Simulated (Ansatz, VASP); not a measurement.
# MgI2: VASP beside Ansatz

File INCAR:

```
SYSTEM = MgI2
  PREC = Accurate
  ENCUT = 520
  EDIFF = 1E-8
  ISMEAR = -1
  SIGMA = 0.03
  LREAL = .False.
  LASPH = .True.
  NELM = 100
  ALGO = Normal
  ISIF = 2
  LWAVE = .False.
  LCHARG = .False.
  GGA = PS
  LEFG = .True.
  NBANDS = 15
```

File KPOINTS:

```
regular mesh
0
Gamma
  7 7 4
  0 0 0
```

POSCAR

```
MgI2
1.0
    4.1258220994      0.0000000000      0.0000000000
   -2.0629110497      3.5730667495      0.0000000000
    0.0000000000      0.0000000000      6.8159449211
Mg I
1 2
Direct
    0.0000000000      0.0000000000      0.0000000000
    0.3333333333      0.6666666667      0.7576300000
    0.6666666667      0.3333333333      0.2423700000
```

Input for Ansatz:

```yaml
crystal:
  lattice:
    - [4.1258220994, 0.0, 0.0]
    - [-2.0629110497, 3.5730667495, 0.0]
    - [0.0, 0.0, 6.8159449211]
  atoms:
    - { symbol: Mg, position: [0.0, 0.0, 0.0] }
    - { symbol: I, position: [0.3333333333, 0.6666666667, 0.75763] }
    - { symbol: I, position: [0.6666666667, 0.3333333333, 0.24237] }
kpoints:
  mp_grid: { grid: [7, 7, 4] }
scf:
  occupations: { method: fermi_dirac, width: 0.03 }
hamiltonian:
  xc: pbesol
  pseudopotentials: { kind: paw }
output:
  forces: true
  stress: true
  eigenvalues: true
  efg: { contact_densities: true }
  write_density: true
  write_potential: true
  elf: true
  volumetric_format: npy
```

Change from the starting cell: volume scaled by 0.98, PAW files.

Alike in both runs: task electric field gradients; functional PBEsol; k mesh 7 × 7 × 4; occupations fermi-dirac, width 0.03 eV; no spin polarisation.

|  | VASP | Ansatz |
| --- | --- | --- |
| version | VASP 6.6.1 | Ansatz 0.2.0 |
| potentials or method | VASP PAW PBE potentials, release 64 (Mg, I) | PAW with Ansatz's default frozen-core files, scalar-relativistic |
| plane-wave cutoff (eV) | 520 | 420 |
| valence electrons in the cell | 16 | 44 |

```tsv
	VASP	Ansatz	Ansatz less VASP
gap on the k mesh at the Fermi level (eV)	3.47	3.49	+0.015
pressure (GPa)	0.4	0.4	+0.02
largest component of the traceless stress (GPa)	0.25	0.24	-0.005
rms of the force components (eV/Å)	0.029	0.031	+0.0017
Vzz of the field gradient on the site that differs most (V/Å²)	-49.0	-50.5	-1.49
```

Atom by atom the forces differ by 0.002 eV/Å (rms over components). The two sets of potentials don't hold the same shells in valence. Ansatz warned: «gradients_without_spin_orbit».

Caveats: the PAW data sets were made with another functional, which shifts forces and pressure a little (VASP); spin-orbit coupling is left out, which moves the levels of the heavy elements; an odd mesh through Γ misses points on the zone boundary, where band edges often lie; this functional lacks dispersion, which binds the layers, so the pressure and a relaxed spacing across them are unreliable.
